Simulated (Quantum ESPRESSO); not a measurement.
## CoO in Quantum ESPRESSO: the effect of pseudo set

Crystal: CoO.

```
Co O
1.0
     0.00000    2.13150    2.13150
     2.13150    0.00000    2.13150
     2.13150    2.13150    0.00000
Co O
1 1
Direct
  0.00000 0.00000 0.00000
  0.50000 0.50000 0.50000
```

Alike in all runs:

* Program: Quantum ESPRESSO 7.5
* Task: phonons
* Functional: PBE
* k mesh: 6 × 6 × 6, shifted
* Occupations: fermi-dirac, width 0.05 eV
* Spin: collinear spin, ferromagnetic start
* Starting moments: [2.0, 0.0] μB

Each run relaxes the cell or the atoms first.

One run gave: highest phonon frequency 159 cm⁻¹. Which pseudo set did it use?
A. SG15 PBE 1.2
B. GBRV 1.5 PBE
C. PseudoDojo 0.4 SR PBE stringent
D. JTH 2.0 PBE
E. SSSP 1.3 efficiency PBE

D.

```csv
pseudo set,cutoff,highest phonon frequency (cm⁻¹)
JTH 2.0 PBE,707 eV,159
SSSP 1.3 efficiency PBE,748 eV,83
GBRV 1.5 PBE,762 eV,91
SG15 PBE 1.2,1197 eV,218
SPMS 1.0 PBE,1197 eV,143
PseudoDojo 0.4.1 SR PBE standard,1306 eV,142
PseudoDojo 0.4 SR PBE stringent,1415 eV,132
```

Caveats: all runs use coarse meshes; the mesh is thin for the phonons of a metal; a cell with one magnetic atom can't hold antiferromagnetic order, which such compounds often take; before the sum rule the acoustic modes lie tens of cm⁻¹ from zero, a sign that the density grid also shifts the optical modes (some runs).
